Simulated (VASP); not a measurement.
# H2 in VASP: notebook

The runs below take H2 through relaxation of the atoms, with PBEsol.

Everything below comes from runs of VASP 6.6.1. Logs are shortened: lines on timing, memory, paths and dates and some standing lists are left out, and cuts for length are marked.

### 1 The molecule as given

The cell holds a molecule in a box, 2 atoms: a = 10.000 Å, b = 10.500 Å, c = 11.000 Å, α = 90.00°, β = 90.00°, γ = 90.00°.

### 2 Relaxation of the atoms, PBEsol

Input file INCAR:

```
  ALGO = Fast
  EDIFF = 1E-7
  EDIFFG = -0.005
  ENCUT = 300
  GGA = PS
  IBRION = 2
  ISIF = 2
  ISMEAR = 0
  ISYM = 0
  LASPH = T
  LCHARG = F
  LREAL = F
  LWAVE = F
  NELM = 60
  NSW = 90
  PREC = Accurate
  SIGMA = 0.02
```

Input file KPOINTS:

```
k-points
0
Gamma
  1 1 1
```

Input file POSCAR:

```
H
1.0
   10.0000000000      0.0000000000      0.0000000000
    0.0000000000     10.5000000000      0.0000000000
    0.0000000000      0.0000000000     11.0000000000
H
2
Direct
    0.5000000000      0.5000000000      0.4663636400
    0.5000000000      0.5000000000      0.5336363600
```

Potentials or basis: VASP PAW PBE potentials, release 64 (H).

Command:

```sh
$ cat potpaw_PBE.64/H/POTCAR > POTCAR
$ mpirun -np 1 vasp_std > vasp.out
```

OUTCAR:

```text
EDIFF = 1E-7
   EDIFFG = -0.005
   ENCUT = 300
   GGA = PS
   IBRION = 2
   ISIF = 2
   ISMEAR = 0
   ISYM = 0
   LASPH = T
   LREAL = F
   NELM = 60
   NSW = 90
   PREC = Accurate

 ion  position               nearest neighbor table
   1  0.500  0.500  0.466-   2 0.74
   2  0.500  0.500  0.534-   1 0.74

IMPORTANT INFORMATION: All symmetrisations will be switched off!
NOSYMM: (Re-)initialisation of all symmetry stuff for point group C_1.

----------------------------------------------------------------------------------------

                                     Primitive cell

  volume of cell :    1155.0000

  direct lattice vectors                    reciprocal lattice vectors
    10.000000000  0.000000000  0.000000000     0.100000000  0.000000000  0.000000000
     0.000000000 10.500000000  0.000000000     0.000000000  0.095238095  0.000000000
     0.000000000  0.000000000 11.000000000     0.000000000  0.000000000  0.090909091

  length of vectors
    10.000000000 10.500000000 11.000000000     0.100000000  0.095238095  0.090909091

  position of ions in fractional coordinates (direct lattice)
     0.500000000  0.500000000  0.466363640
     0.500000000  0.500000000  0.533636360

  ion indices of the primitive-cell ions
   primitive index   ion index
                 1           1
                 2           2

----------------------------------------------------------------------------------------

 KPOINTS: k-points

Automatic generation of k-mesh.
 Grid dimensions read from file:
 generate k-points for:    1    1    1

 Generating k-lattice:

  Cartesian coordinates                     Fractional coordinates (reciprocal lattice)
     0.100000000  0.000000000  0.000000000     1.000000000  0.000000000  0.000000000
     0.000000000  0.095238095  0.000000000     0.000000000  1.000000000  0.000000000
     0.000000000  0.000000000  0.090909091     0.000000000  0.000000000  1.000000000

  Length of vectors
     0.100000000  0.095238095  0.090909091

  Shift w.r.t. Gamma in fractional coordinates (k-lattice)
     0.000000000  0.000000000  0.000000000

 Subroutine IBZKPT returns following result:
 ===========================================

 Found      1 irreducible k-points:

 Following reciprocal coordinates:
            Coordinates               Weight
  0.000000  0.000000  0.000000      1.000000
   k-points           NKPTS =      1   k-points in BZ     NKDIM =      1   number of bands    NBANDS=      5
   number of dos      NEDOS =    301   number of ions     NIONS =      2
   total plane-waves  NPLWV = 215040
   dimension x,y,z NGX =    56 NGY =   60 NGZ =   64
   dimension x,y,z NGXF=   112 NGYF=  120 NGZF=  128
   ions per type =               2
   NGX,Y,Z   is equivalent  to a cutoff of   9.31,  9.50,  9.67 a.u.
   NGXF,Y,Z  is equivalent  to a cutoff of  18.62, 19.00, 19.34 a.u.
 SYSTEM =  unknown system
   PREC   = accura    normal or accurate (medium, high low for compatibility)
   ISTART =      0    job   : 0-new  1-cont  2-samecut
   ICHARG =      2    charge: 1-file 2-atom 10-const
   ISPIN  =      1    spin polarized calculation?
   LNONCOLLINEAR =      F non collinear calculations
   LSORBIT =      F    spin-orbit coupling
   LASPH  =      T    aspherical Exc in radial PAW
   ENCUT  =  300.0 eV  22.05 Ry    4.70 a.u.  14.12 14.83 15.53*2*pi/ulx,y,z
   NELM   =     60;   NELMIN=  2; NELMDL= -5     # of ELM steps
   EDIFF  = 0.1E-06   stopping-criterion for ELM
   LREAL  =      F    real-space projection
   EDIFFG = -.5E-02   stopping-criterion for IOM
   NSW    =     90    number of steps for IOM
   IBRION =      2    ionic relax: 0-MD 1-quasi-New 2-CG
   NFREE  =      1    steps in history (QN), initial steepest desc. (CG)
   ISIF   =      2    stress and relaxation
   ISYM   =      0    0-nonsym 1-usesym 2-fastsym
   POTIM  = 0.5000    time-step for ionic-motion
   TEBEG  =    0.0;   TEEND  =   0.0 temperature during run
   PSTRESS=    0.0 pullay stress
   NELECT =       2.0000    total number of electrons
   NUPDOWN=      -1.0000    fix difference up-down
   EMIN   =  10.00;   EMAX   =-10.00  energy-range for DOS
   EFERMI =   0.00;   METHOD = LEGACY
   ISMEAR =     0;   SIGMA  =   0.02  broadening in eV -4-tet -1-fermi 0-gaus
   EFERMI_NEDOS =   21; number of points for ismear=-14 and -15
   IALGO  =     68    algorithm
   IMIX   =      4    mixing-type and parameters
     AMIX     =   0.40;   BMIX     =  1.00
     AMIX_MAG =   1.60;   BMIX_MAG =  1.00
  volume/ion in A,a.u.               =     577.50      3897.16
  Fermi-wavevector in a.u.,A,eV,Ry     =   0.196588  0.371498  0.525823  0.038647
  Thomas-Fermi vector in A             =   0.945437
   LORBIT       =      0    0 simple, 1 ext, 2 COOP (PROOUT), +10 PAW based schemes
   GGA     = PS    functional components
   LHFCALC =     F    Hartree Fock is set to
   AEXX    =    0.0000 exact exchange contribution
   IVDW    =     0    specifies the selected vdW correction
   LEPSILON=     F    determine dielectric tensor
   LRPA    =     F    only Hartree local field effects (RPA)
 conjugate gradient relaxation of ions
 non-spin polarized calculation
 RMM-DIIS sequential band-by-band and
 Gauss-broadening in eV      SIGMA  =   0.02
  energy-cutoff  :      300.00
  volume of cell :     1155.00
 maximum number of plane-waves:     13647
   NGX = 29   NGY = 29   NGZ = 31

--------------------------------------- Ionic step        1  -------------------------------------------

 number of electron       1.9999994 magnetization

 Free energy of the ion-electron system (eV)
  ---------------------------------------------------
  ext. energy  EPLUGINS =         0.00000000
  ---------------------------------------------------
  free energy    TOTEN  =        -6.46812945 eV

  energy without entropy =       -6.46812945  energy(sigma->0) =       -6.46812945

 E-fermi : -10.0778     XC(G=0):  -0.3265

 val. band max:      -10.1799431977   @ k =   0.0000   0.0000   0.0000
 cond. band min:      -0.1403910621   @ k =   0.0000   0.0000   0.0000
 fundamental gap:     10.0395521356
 Fermi energy:       -10.0777871769

 k-point     1 :       0.0000    0.0000    0.0000
  band No.  band energies     occupation
      1     -10.1799      2.00000
      2      -0.1404      0.00000
      3       0.4125      0.00000
      4       0.9179      0.00000
      5       1.0152      0.00000

------------------------ aborting loop because EDIFF is reached ----------------------------------------

  FORCE on cell =-STRESS in cart. coord.  units (eV):
  Direction    XX          YY          ZZ          XY          YZ          ZX
  --------------------------------------------------------------------------------------
  -------------------------------------------------------------------------------------
  Total       -0.3330158     -0.3289562      0.1616568      0.0000000      0.0000000     -0.0000000
  in kB       -0.4619484     -0.4563170      0.2242448      0.0000000      0.0000000     -0.0000000
  external PRESSURE =      -0.2313402 kB  Pullay stress =       0.0000000 kB

 VOLUME and BASIS-vectors are now :
 -----------------------------------------------------------------------------
  energy-cutoff  :      300.00
  volume of cell :     1155.00
      direct lattice vectors                 reciprocal lattice vectors
    10.000000000  0.000000000  0.000000000     0.100000000  0.000000000  0.000000000
     0.000000000 10.500000000  0.000000000     0.000000000  0.095238095  0.000000000
     0.000000000  0.000000000 11.000000000     0.000000000  0.000000000  0.090909091

 POSITION                                       TOTAL-FORCE (eV/Angst)
 -----------------------------------------------------------------------------------
      5.00000      5.25000      5.13000        -0.000000      0.000000     -0.662084
      5.00000      5.25000      5.87000         0.000000     -0.000000      0.662084
 -----------------------------------------------------------------------------------
    total drift:                               -0.000000     -0.000000      0.000000

  FREE ENERGIE OF THE ION-ELECTRON SYSTEM (eV)
  ---------------------------------------------------
  free  energy   TOTEN  =        -6.4681294518 eV

  energy  without entropy=       -6.4681294518  energy(sigma->0) =       -6.46812945

--------------------------------------- Ionic step        2  -------------------------------------------

 number of electron       1.9999995 magnetization

------------------------ aborting loop because EDIFF is reached ----------------------------------------

  FORCE on cell =-STRESS in cart. coord.  units (eV):
  Direction    XX          YY          ZZ          XY          YZ          ZX
  --------------------------------------------------------------------------------------
  -------------------------------------------------------------------------------------
  Total       -0.3139322     -0.3096521     -1.3680714      0.0000000      0.0000000     -0.0000000
  in kB       -0.4354763     -0.4295391     -1.8977428      0.0000000      0.0000000     -0.0000000
  external PRESSURE =      -0.9209194 kB  Pullay stress =       0.0000000 kB

 VOLUME and BASIS-vectors are now :
 -----------------------------------------------------------------------------
  energy-cutoff  :      300.00
  volume of cell :     1155.00
      direct lattice vectors                 reciprocal lattice vectors
    10.000000000  0.000000000  0.000000000     0.100000000  0.000000000  0.000000000
     0.000000000 10.500000000  0.000000000     0.000000000  0.095238095  0.000000000
     0.000000000  0.000000000 11.000000000     0.000000000  0.000000000  0.090909091

 POSITION                                       TOTAL-FORCE (eV/Angst)
 -----------------------------------------------------------------------------------
      5.00000      5.25000      5.09806         0.000000     -0.000000      1.237289
      5.00000      5.25000      5.90194        -0.000000      0.000000     -1.237289
 -----------------------------------------------------------------------------------
    total drift:                               -0.000000     -0.000000      0.000000

  FREE ENERGIE OF THE ION-ELECTRON SYSTEM (eV)
  ---------------------------------------------------
  free  energy   TOTEN  =        -6.4454787534 eV

  energy  without entropy=       -6.4454787534  energy(sigma->0) =       -6.44547875

--------------------------------------- Ionic step        3  -------------------------------------------

 number of electron       1.9999993 magnetization

 Free energy of the ion-electron system (eV)
  ---------------------------------------------------
  ext. energy  EPLUGINS =         0.00000000
  ---------------------------------------------------
  free energy    TOTEN  =        -6.47438828 eV

  energy without entropy =       -6.47438828  energy(sigma->0) =       -6.47438828

 E-fermi :  -9.9868     XC(G=0):  -0.3308

 val. band max:      -10.0880672775   @ k =   0.0000   0.0000   0.0000
 cond. band min:      -0.1421205049   @ k =   0.0000   0.0000   0.0000
 fundamental gap:      9.9459467726
 Fermi energy:        -9.9868239517

 k-point     1 :       0.0000    0.0000    0.0000
  band No.  band energies     occupation
      1     -10.0881      2.00000
      2      -0.1421      0.00000
      3       0.3602      0.00000
      4       0.9098      0.00000
      5       1.0071      0.00000

------------------------ aborting loop because EDIFF is reached ----------------------------------------

  FORCE on cell =-STRESS in cart. coord.  units (eV):
  Direction    XX          YY          ZZ          XY          YZ          ZX
  --------------------------------------------------------------------------------------
  -------------------------------------------------------------------------------------
  Total       -0.3261795     -0.3220666     -0.3476627      0.0000000     -0.0000000     -0.0000000
  in kB       -0.4524652     -0.4467600     -0.4822660      0.0000000     -0.0000000     -0.0000000
  external PRESSURE =      -0.4604971 kB  Pullay stress =       0.0000000 kB

 VOLUME and BASIS-vectors are now :
 -----------------------------------------------------------------------------
  energy-cutoff  :      300.00
  volume of cell :     1155.00
      direct lattice vectors                 reciprocal lattice vectors
    10.000000000  0.000000000  0.000000000     0.100000000  0.000000000  0.000000000
     0.000000000 10.500000000  0.000000000     0.000000000  0.095238095  0.000000000
     0.000000000  0.000000000 11.000000000     0.000000000  0.000000000  0.090909091

 POSITION                                       TOTAL-FORCE (eV/Angst)
 -----------------------------------------------------------------------------------
      5.00000      5.25000      5.12030         0.000000      0.000000      0.002713
      5.00000      5.25000      5.87970        -0.000000     -0.000000     -0.002713
 -----------------------------------------------------------------------------------
    total drift:                               -0.000000     -0.000000     -0.000000

  FREE ENERGIE OF THE ION-ELECTRON SYSTEM (eV)
  ---------------------------------------------------
  free  energy   TOTEN  =        -6.4743882840 eV

  energy  without entropy=       -6.4743882840  energy(sigma->0) =       -6.47438828

 reached required accuracy - stopping structural energy minimisation
```

Run time: 29 s. Hardware: 1 thread of Intel Xeon 6975P-C (Granite Rapids), shared host; peak memory 0.46 GiB.

What came out:

```yaml
Free_energy: -6.4744 eV
Energy_gained_by_relaxing: 3.1 meV/atom
Ionic_steps: 3
Gap_between_the_frontier_levels: 9.95 eV
```

Forces on the atoms (eV/Å):
```
H    0.000  0.000  0.003
H    0.000  0.000 -0.003
```

Step by step:
| step | energy change (eV) | largest force (eV/Å) | pressure (GPa) |
| --- | --- | --- | --- |
| 1 | 0.0000 | 0.6621 | -0.02 |
| 2 | 0.0227 | 1.2373 | -0.09 |
| 3 | -0.0063 | 0.0027 | -0.05 |

Final structure:
```
H
1.0
    10.00000    0.00000    0.00000
     0.00000   10.50000    0.00000
     0.00000    0.00000   11.00000
H
2
Direct
  0.50000 0.50000 0.46548
  0.50000 0.50000 0.53452
```

Levels at points of the mesh, in eV from the valence-band top:
```
           k point  band 1  band 2  band 3  band 4
(0.00, 0.00, 0.00)    0.00    9.95   10.45   11.00
```

Caveat: the cutoff is under 1.25 times the usual one of these potentials, so pressure, stress and relaxed cells hold a basis-set (Pulay) error; the PAW data sets were made with another functional, which shifts forces and pressure a little. PBEsol gaps usually lie below the measured ones, often by a third to a half.

### 3 Relaxation of the atoms, PBEsol

INCAR: that of step 2 with these lines changed.

```diff
@@ -3,3 +3,3 @@
   EDIFFG = -0.005
-  ENCUT = 300
+  ENCUT = 520
   GGA = PS
```

KPOINTS is that of step 2.

POSCAR is that of step 2.

Potentials or basis: VASP PAW PBE potentials, release 64 (H).

Command:

```sh
$ cat potpaw_PBE.64/H/POTCAR > POTCAR
$ mpirun -np 1 vasp_std > vasp.out
```

Run time: 90 s. Hardware: 1 thread of Intel Xeon 6975P-C (Granite Rapids), shared host; peak memory 0.97 GiB.

The run converged. Its results:

* Free energy: -6.5134 eV
* Energy gained by relaxing: 2.9 meV/atom
* Ionic steps: 3
* Gap between the frontier levels: 9.98 eV

Forces in eV/Å, atoms in the order of the input:
```
H    0.000  0.000  0.002
H    0.000  0.000 -0.002
```

The path:
```
step  energy change (eV)  largest force (eV/Å)  pressure (GPa)
   1              0.0000                0.6495            0.02
   2              0.0239                1.2846           -0.05
   3             -0.0059                0.0023            0.00
```

Final structure:
```
CELL_PARAMETERS angstrom
10.00000 0.00000 0.00000
0.00000 10.50000 0.00000
0.00000 0.00000 11.00000
ATOMIC_POSITIONS crystal
H 0.50000 0.50000 0.46553
H 0.50000 0.50000 0.53447
```

Levels at points of the mesh, in eV from the valence-band top:
| k point | band 1 | band 2 | band 3 | band 4 | band 5 |
| --- | --- | --- | --- | --- | --- |
| (0.00, 0.00, 0.00) | 0.00 | 9.98 | 10.48 | 11.03 | 11.13 |

Caveat: the PAW data sets were made with another functional, which shifts forces and pressure a little. As with any semilocal functional, this PBEsol gap is likely too small.
